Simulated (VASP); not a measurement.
# C (P6_3/mmc) in VASP: a series of runs

The runs below take C through band structure, with AM05, PBE.

The COD entry that gives the cell may itself be a prediction, so a difference from it is no test against experiment.

All numbers are computed with VASP 6.6.1; they aren't measurements. Logs are shortened: lines on timing, memory, paths and dates and some standing lists are left out, and cuts for length are marked.

**1. The crystal as given**

Symmetry: P6_3/mmc, No. 194, hexagonal system. Conventional cell: a = 2.522 Å, b = 2.522 Å, c = 8.237 Å, α = 90.00°, β = 90.00°, γ = 120.00°. C (site symmetry 3m) has 4 C at 1.54 Å as nearest neighbours. C (site symmetry 3m) has 4 C at 1.54 Å as nearest neighbours.

This is a hexagonal form of diamond, not graphite.

**2. Band structure, AM05**

The input, POSCAR:

```
C
1.0
    2.5221000000      0.0000000000      0.0000000000
   -1.2610500000      2.1842026709      0.0000000000
    0.0000000000      0.0000000000      8.2371000000
C
8
Direct
    0.6666666667      0.3333333333      0.8437500000
    0.3333333333      0.6666666667      0.3437500000
    0.6666666667      0.3333333333      0.6562500000
    0.3333333333      0.6666666667      0.1562500000
    0.0000000000      0.0000000000      0.9062500000
    0.0000000000      0.0000000000      0.4062500000
    0.0000000000      0.0000000000      0.5937500000
    0.0000000000      0.0000000000      0.0937500000
```

The input, INCAR.step1:

```
SYSTEM = C
ALGO = Normal ; EDIFF = 1E-6
ENCUT = 520 ; GGA = AM
ISIF = 2 ; ISMEAR = -1
LASPH = .True. ; LCHARG = .True.
LREAL = .False. ; LWAVE = .False.
NBANDS = 26 ; NELM = 100
PREC = Accurate ; SIGMA = 0.05
```

The input, KPOINTS.step1:

```
k-points
0
Gamma
  12 12 4
  0 0 0
```

The input, INCAR.step2:

```
SYSTEM = C
ALGO = Normal ; EDIFF = 1E-6
ENCUT = 520 ; GGA = AM
ICHARG = 11 ; ISIF = 2
ISMEAR = 0 ; LASPH = .True.
LCHARG = .False. ; LREAL = .False.
LWAVE = .False. ; NBANDS = 26
NELM = 100 ; PREC = Accurate
SIGMA = 0.05
```

The input, KPOINTS.step2:

```
path GMKGALHA,LM,KH
20
line-mode
reciprocal
 0.0000000000  0.0000000000  0.0000000000  G
 0.5000000000  0.0000000000  0.0000000000  M

 0.5000000000  0.0000000000  0.0000000000  M
 0.3333333333  0.3333333333  0.0000000000  K

 0.3333333333  0.3333333333  0.0000000000  K
 0.0000000000  0.0000000000  0.0000000000  G

 0.0000000000  0.0000000000  0.0000000000  G
 0.0000000000  0.0000000000  0.5000000000  A

 0.0000000000  0.0000000000  0.5000000000  A
 0.5000000000  0.0000000000  0.5000000000  L

 0.5000000000  0.0000000000  0.5000000000  L
 0.3333333333  0.3333333333  0.5000000000  H

 0.3333333333  0.3333333333  0.5000000000  H
 0.0000000000  0.0000000000  0.5000000000  A

 0.5000000000  0.0000000000  0.5000000000  L
 0.5000000000  0.0000000000  0.0000000000  M

 0.3333333333  0.3333333333  0.0000000000  K
 0.3333333333  0.3333333333  0.5000000000  H
```

Potentials or basis: VASP PAW PBE potentials, release 64 (C).

Launch:

```
> cat potpaw_PBE.64/C/POTCAR > POTCAR
> cp INCAR.step1 INCAR
> cp KPOINTS.step1 KPOINTS
> mpirun -np 1 vasp_std > vasp.out
> cp INCAR.step2 INCAR
> cp KPOINTS.step2 KPOINTS
> mpirun -np 1 vasp_std > vasp.out
```

OUTCAR:

```text
SYSTEM = C
   EDIFF = 1E-6
   ENCUT = 520
   GGA = AM
   ICHARG = 11
   ISIF = 2
   ISMEAR = 0
   LASPH = .True.
   LREAL = .False.
   NELM = 100
   PREC = Accurate

 ion  position               nearest neighbor table
   1  0.667  0.333  0.844-   3 1.54   5 1.54   5 1.54   5 1.54
   2  0.333  0.667  0.344-   4 1.54   6 1.54   6 1.54   6 1.54
   3  0.667  0.333  0.656-   1 1.54   7 1.54   7 1.54   7 1.54
   4  0.333  0.667  0.156-   2 1.54   8 1.54   8 1.54   8 1.54
   5  0.000  0.000  0.906-   8 1.54   1 1.54   1 1.54   1 1.54
   6  0.000  0.000  0.406-   7 1.54   2 1.54   2 1.54   2 1.54
   7  0.000  0.000  0.594-   6 1.54   3 1.54   3 1.54   3 1.54
   8  0.000  0.000  0.094-   5 1.54   4 1.54   4 1.54   4 1.54

  LATTYP: Found a hexagonal cell.
 ALAT       =     2.5221000000
 C/A-ratio  =     3.2659688355

  Lattice vectors:

 A1 = (   2.5221000000,   0.0000000000,   0.0000000000)
 A2 = (  -1.2610500000,   2.1842026709,   0.0000000000)
 A3 = (   0.0000000000,   0.0000000000,   8.2371000000)

Analysis of symmetry for initial positions (statically):
=====================================================================
 Subroutine PRICEL returns:
 Original cell was already a primitive cell.

 Routine SETGRP: Setting up the symmetry group for a
 hexagonal supercell.

 Subroutine GETGRP returns: Found 24 space group operations
 (whereof 12 operations were pure point group operations)
 out of a pool of 24 trial point group operations.

The static configuration has the point symmetry D_3d.
 The point group associated with its full space group is D_6h.

Analysis of symmetry for dynamics (positions and initial velocities):
=====================================================================
 Subroutine PRICEL returns:
 Original cell was already a primitive cell.

 Routine SETGRP: Setting up the symmetry group for a
 hexagonal supercell.

 Subroutine GETGRP returns: Found 24 space group operations
 (whereof 12 operations were pure point group operations)
 out of a pool of 24 trial point group operations.

The dynamic configuration has the point symmetry D_3d.
 The point group associated with its full space group is D_6h.

 Subroutine INISYM returns: Found 24 space group operations
 (whereof 12 operations are pure point group operations),
 and found     1 'primitive' translations

----------------------------------------------------------------------------------------

                                     Primitive cell

  volume of cell :      45.3764

  direct lattice vectors                    reciprocal lattice vectors
     2.522100000  0.000000000  0.000000000     0.396494984  0.228916486  0.000000000
    -1.261050000  2.184202671  0.000000000     0.000000000  0.457832972  0.000000000
     0.000000000  0.000000000  8.237100000     0.000000000  0.000000000  0.121401950

  length of vectors
     2.522100000  2.522100000  8.237100000     0.457832972  0.457832972  0.121401950

  position of ions in fractional coordinates (direct lattice)
     0.666666667  0.333333333  0.843750000
     0.333333333  0.666666667  0.343750000
     0.666666667  0.333333333  0.656250000
     0.333333333  0.666666667  0.156250000
     0.000000000  0.000000000  0.906250000
     0.000000000  0.000000000  0.406250000
     0.000000000  0.000000000  0.593750000
     0.000000000  0.000000000  0.093750000

  ion indices of the primitive-cell ions
   primitive index   ion index
                 1           1
                 2           2
                 3           3
                 4           4
                 5           5
                 6           6
                 7           7
                 8           8

----------------------------------------------------------------------------------------

 KPOINTS: path GMKGALHA,LM,KH

Interpolating k-points between supplied coordinates.

 Line segments in fractional coordinates (reciprocal lattice):
    0.000000  0.000000  0.000000  ...  0.500000  0.000000  0.000000
    0.500000  0.000000  0.000000  ...  0.333333  0.333333  0.000000
    0.333333  0.333333  0.000000  ...  0.000000  0.000000  0.000000
    0.000000  0.000000  0.000000  ...  0.000000  0.000000  0.500000
    0.000000  0.000000  0.500000  ...  0.500000  0.000000  0.500000
    0.500000  0.000000  0.500000  ...  0.333333  0.333333  0.500000
    0.333333  0.333333  0.500000  ...  0.000000  0.000000  0.500000
    0.500000  0.000000  0.500000  ...  0.500000  0.000000  0.000000
    0.333333  0.333333  0.000000  ...  0.333333  0.333333  0.500000

 Generated    20 points on each line segment, for a total of    180 k-points:

 Following reciprocal coordinates:
            Coordinates               Weight
  0.000000  0.000000  0.000000      0.005556
  0.026316  0.000000  0.000000      0.005556
  0.052632  0.000000  0.000000      0.005556
  0.078947  0.000000  0.000000      0.005556
  0.105263  0.000000  0.000000      0.005556
  0.131579  0.000000  0.000000      0.005556
[... 16 lines left out ...]
  0.482456  0.035088  0.000000      0.005556
  0.473684  0.052632  0.000000      0.005556
 [... further k-points ...]
   k-points           NKPTS =    180   k-points in BZ     NKDIM =    180   number of bands    NBANDS=     26
   number of dos      NEDOS =    301   number of ions     NIONS =      8
   total plane-waves  NPLWV =  25600
   dimension x,y,z NGX =    20 NGY =   20 NGZ =   64
   dimension x,y,z NGXF=    40 NGYF=   40 NGZF=  128
   ions per type =               8
   NGX,Y,Z   is equivalent  to a cutoff of  13.18, 13.18, 12.92 a.u.
   NGXF,Y,Z  is equivalent  to a cutoff of  26.37, 26.37, 25.83 a.u.
 SYSTEM =  C
   PREC   = accura    normal or accurate (medium, high low for compatibility)
   ISTART =      0    job   : 0-new  1-cont  2-samecut
   ICHARG =     11    charge: 1-file 2-atom 10-const
   ISPIN  =      1    spin polarized calculation?
   LNONCOLLINEAR =      F non collinear calculations
   LSORBIT =      F    spin-orbit coupling
   LASPH  =      T    aspherical Exc in radial PAW
   ENCUT  =  520.0 eV  38.22 Ry    6.18 a.u.   4.69  4.69 15.32*2*pi/ulx,y,z
   NELM   =    100;   NELMIN=  2; NELMDL=  0     # of ELM steps
   EDIFF  = 0.1E-05   stopping-criterion for ELM
   LREAL  =      F    real-space projection
   EDIFFG = 0.1E-04   stopping-criterion for IOM
   NSW    =      0    number of steps for IOM
   IBRION =     -1    ionic relax: 0-MD 1-quasi-New 2-CG
   NFREE  =      0    steps in history (QN), initial steepest desc. (CG)
   ISIF   =      2    stress and relaxation
   ISYM   =      2    0-nonsym 1-usesym 2-fastsym
   POTIM  = 0.5000    time-step for ionic-motion
   TEBEG  =    0.0;   TEEND  =   0.0 temperature during run
   PSTRESS=    0.0 pullay stress
   NELECT =      32.0000    total number of electrons
   NUPDOWN=      -1.0000    fix difference up-down
   EMIN   =  10.00;   EMAX   =-10.00  energy-range for DOS
   EFERMI =   0.00;   METHOD = LEGACY
   ISMEAR =     0;   SIGMA  =   0.05  broadening in eV -4-tet -1-fermi 0-gaus
   EFERMI_NEDOS =   21; number of points for ismear=-14 and -15
   IALGO  =     38    algorithm
   IMIX   =      4    mixing-type and parameters
     AMIX     =   0.40;   BMIX     =  1.00
     AMIX_MAG =   1.60;   BMIX_MAG =  1.00
  volume/ion in A,a.u.               =       5.67        38.28
  Fermi-wavevector in a.u.,A,eV,Ry     =   1.457186  2.753682 28.890486  2.123391
  Thomas-Fermi vector in A             =   2.574017
   LORBIT       =      0    0 simple, 1 ext, 2 COOP (PROOUT), +10 PAW based schemes
   GGA     = AM    functional components
   LHFCALC =     F    Hartree Fock is set to
   AEXX    =    0.0000 exact exchange contribution
   IVDW    =     0    specifies the selected vdW correction
   LEPSILON=     F    determine dielectric tensor
   LRPA    =     F    only Hartree local field effects (RPA)
 non-spin polarized calculation
 Gauss-broadening in eV      SIGMA  =   0.05
  energy-cutoff  :      520.00
  volume of cell :       45.38
 maximum number of plane-waves:      1242
 NGX is ok and might be reduce to    20

 number of electron      31.9999995 magnetization

 Free energy of the ion-electron system (eV)
  ---------------------------------------------------
  ext. energy  EPLUGINS =         0.00000000
  ---------------------------------------------------
  free energy    TOTEN  =       -71.40210042 eV

  energy without entropy =      -71.40210042  energy(sigma->0) =      -71.40210042

 E-fermi :  10.1951     XC(G=0): -13.3976

 val. band max:        9.8809497818   @ k =   0.0000   0.0000   0.0000
 cond. band min:      14.1755853497   @ k =   0.4211   0.0000   0.0000
 fundamental gap:      4.2946355679
 Fermi energy:        10.1950524984

 k-point     1 :       0.0000    0.0000    0.0000
  band No.  band energies     occupation
      1     -11.7782      2.00000
      2     -10.0800      2.00000
      3     -10.0293      2.00000
      4      -5.9080      2.00000
      5      -3.7467      2.00000
      6       3.1067      2.00000
[... 18 lines left out ...]
     25      18.1001      0.00000
     26      18.2178      0.00000

 k-point     2 :       0.0263    0.0000    0.0000
  band No.  band energies     occupation
      1     -11.7611      2.00000
      2     -10.0633      2.00000
      3     -10.0125      2.00000
      4      -5.8929      2.00000
      5      -3.7308      2.00000
      6       3.1152      2.00000
[... 18 lines left out ...]
     25      18.1619      0.00000
     26      18.2967      0.00000

 k-point     3 :       0.0526    0.0000    0.0000
  band No.  band energies     occupation
      1     -11.7100      2.00000
      2     -10.0131      2.00000
      3      -9.9620      2.00000
      4      -5.8474      2.00000
      5      -3.6832      2.00000
      6       3.1401      2.00000
[... 572 lines left out ...]
 k-point    23 :       0.4825    0.0351    0.0000
  band No.  band energies     occupation
      1      -6.3594      2.00000
      2      -5.7180      2.00000
      3      -4.8518      2.00000
      4      -3.7720      2.00000
      5      -3.6468      2.00000
      6      -3.2957      2.00000
[... 18 lines left out ...]
     25      22.0676      0.00000
     26      22.2070      0.00000

 k-point    24 :       0.4737    0.0526    0.0000
  band No.  band energies     occupation
      1      -6.3337      2.00000
      2      -5.6930      2.00000
      3      -4.8282      2.00000
      4      -3.7563      2.00000
      5      -3.6219      2.00000
      6      -3.2697      2.00000
[... 18 lines left out ...]
     25      21.8280      0.00000
     26      22.0181      0.00000

 [... further k-points ...]

------------------------ aborting loop because EDIFF is reached ----------------------------------------

  FORCE on cell =-STRESS in cart. coord.  units (eV):
  Direction    XX          YY          ZZ          XY          YZ          ZX
  --------------------------------------------------------------------------------------
  -------------------------------------------------------------------------------------
  Total        2.6270603      2.6270603      3.4217398     -0.0000000      0.0000000     -0.0000000
  in kB       92.7579293     92.7579293    120.8169841     -0.0000000      0.0000000     -0.0000000
  external PRESSURE =     102.1109476 kB  Pullay stress =       0.0000000 kB

 VOLUME and BASIS-vectors are now :
 -----------------------------------------------------------------------------
  energy-cutoff  :      520.00
  volume of cell :       45.38
      direct lattice vectors                 reciprocal lattice vectors
     2.522100000  0.000000000  0.000000000     0.396494984  0.228916486  0.000000000
    -1.261050000  2.184202671  0.000000000     0.000000000  0.457832972  0.000000000
     0.000000000  0.000000000  8.237100000     0.000000000  0.000000000  0.121401950

 POSITION                                       TOTAL-FORCE (eV/Angst)
 -----------------------------------------------------------------------------------
      1.26105      0.72807      6.95005         0.000000      0.000000      0.572044
     -0.00000      1.45614      2.83150        -0.000000      0.000000      0.572044
      1.26105      0.72807      5.40560         0.000000      0.000000     -0.572044
     -0.00000      1.45614      1.28705         0.000000     -0.000000     -0.572044
      0.00000      0.00000      7.46487         0.000000      0.000000      0.212507
      0.00000      0.00000      3.34632        -0.000000     -0.000000      0.212507
      0.00000      0.00000      4.89078         0.000000      0.000000     -0.212507
      0.00000      0.00000      0.77223        -0.000000      0.000000     -0.212507
 -----------------------------------------------------------------------------------
    total drift:                               -0.000000     -0.000000      0.000000

  FREE ENERGIE OF THE ION-ELECTRON SYSTEM (eV)
  ---------------------------------------------------
  free  energy   TOTEN  =       -71.4021004199 eV

  energy  without entropy=      -71.4021004199  energy(sigma->0) =      -71.40210042
```

Wall time 2.1 min (1 thread of Intel Xeon Platinum 8488C (Sapphire Rapids), shared host); peak memory 0.25 GiB.

Results:

| Quantity | Value |
| --- | --- |
| Band gap on the k mesh | 4.29 eV, indirect (least direct gap 5.10 eV) |
| Band gap along the path | 4.29 eV, indirect (least direct gap 5.10 eV) |

Levels at the corners of the path, in eV from the valence-band top:
| point | band 13 | band 14 | band 15 | band 16 | band 17 | band 18 | band 19 | band 20 |
| --- | --- | --- | --- | --- | --- | --- | --- | --- |
| Γ | -1.76 | -0.23 | 0.00 | 0.00 | 5.10 | 5.10 | 5.63 | 6.91 |
| M | -5.05 | -4.57 | -3.74 | -2.95 | 4.33 | 5.50 | 5.73 | 5.88 |
| M | -5.05 | -4.57 | -3.74 | -2.95 | 4.33 | 5.50 | 5.73 | 5.88 |
| K | -7.21 | -5.73 | -5.73 | -4.06 | 6.10 | 6.10 | 7.84 | 8.36 |
| K | -7.21 | -5.73 | -5.73 | -4.06 | 6.10 | 6.10 | 7.84 | 8.36 |
| Γ | -1.76 | -0.23 | 0.00 | 0.00 | 5.10 | 5.10 | 5.63 | 6.91 |
| Γ | -1.76 | -0.23 | 0.00 | 0.00 | 5.10 | 5.10 | 5.63 | 6.91 |
| A | -0.69 | -0.69 | -0.69 | -0.69 | 5.89 | 5.89 | 5.89 | 5.89 |
| A | -0.69 | -0.69 | -0.69 | -0.69 | 5.89 | 5.89 | 5.89 | 5.89 |
| L | -4.77 | -4.77 | -3.69 | -3.69 | 4.69 | 4.69 | 6.97 | 6.97 |
| L | -4.77 | -4.77 | -3.69 | -3.69 | 4.69 | 4.69 | 6.97 | 6.97 |
| H | -5.40 | -5.40 | -5.15 | -5.15 | 5.06 | 5.06 | 9.73 | 9.73 |
| H | -5.40 | -5.40 | -5.15 | -5.15 | 5.06 | 5.06 | 9.73 | 9.73 |
| A | -0.69 | -0.69 | -0.69 | -0.69 | 5.89 | 5.89 | 5.89 | 5.89 |
| L | -4.77 | -4.77 | -3.69 | -3.69 | 4.69 | 4.69 | 6.97 | 6.97 |
| M | -5.05 | -4.57 | -3.74 | -2.95 | 4.33 | 5.50 | 5.73 | 5.88 |
| K | -7.21 | -5.73 | -5.73 | -4.06 | 6.10 | 6.10 | 7.84 | 8.36 |
| H | -5.40 | -5.40 | -5.15 | -5.15 | 5.06 | 5.06 | 9.73 | 9.73 |

Caveat: the log is that of the step along the path at fixed density, whose energy, stress, charges and moments have no meaning; the PAW data sets were made with another functional, which shifts forces and pressure a little.

[end of part 1 of 2]
